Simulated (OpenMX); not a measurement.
PbO under changes of volume

One of the cells (19.077 Å³/atom); the others are scaled copies at fixed shape and fractional positions:

```
Pb O
1.0
     5.87600    0.00000    0.00000
     0.00000    5.47600    0.00000
     0.00000    0.00000    4.74300
Pb O
4 4
Cartesian
  4.5186 2.8147 1.1858
  1.3574 2.6613 3.5573
  4.5186 5.3993 3.5573
  1.3574 0.0767 1.1858
  0.7756 3.1870 1.1858
  5.1004 2.2890 3.5573
  0.7756 5.0270 3.5573
  5.1004 0.4490 1.1858
```

- Program: OpenMX 3.8.5
- Functional: LDA
- Potentials or basis: OpenMX 2013 LDA set, Pb8.0-s3p2d2f1, O6.0-s2p2d1, fixed grid of 80 × 75 × 64 points
- k mesh: 5 × 5 × 7
- Occupations: fermi-dirac, width 0.05 eV
- Spin: no spin polarisation

```csv
volume (Å³/atom),energy over the lowest point (meV/atom),gap on the mesh (eV),largest force (eV/Å)
17.932,3.70,2.01,1.313
18.314,0.00,2.00,1.107
18.695,1.17,1.99,0.982
19.077,6.67,1.97,0.953
19.458,16.05,1.94,1.002
19.840,?,?,?
20.222,44.73,1.87,1.241
```

Problem. What does the run at 19.840 Å³/atom give?

Solution. Energy over the lowest point 28.86 meV/atom; gap on the mesh 1.91 eV; largest force 1.107 eV/Å.

Worked out: A Birch-Murnaghan fit of order 3 (a polynomial in V^(-2/3)) to the other rows has its minimum at 18.41 Å³/atom with B0 = V·E''(V) = 96 GPa and B' = 4.7 at fixed shape and positions, which overstates the stiffness. It gives 28.86 meV/atom at 19.840 Å³/atom, against the run's 28.86. A parabola through the other rows of the gap, of slope -1.86 eV per unit of ln V there, gives 1.91 eV, against the run's 1.91.

Energies are extrapolated to zero smearing.

Caveats: the basis has few d functions beyond the semicore shells, which can make volumes several per cent too large; spin-orbit coupling is left out, which as a rule narrows the gap of such compounds by several tenths of an eV; an odd mesh through Γ misses points on the zone boundary, where band edges often lie; the cell's inner coordinates are idealised or old, which leaves forces on the atoms; the basis of atomic orbitals isn't converged, which shifts pressures, moduli and gaps.
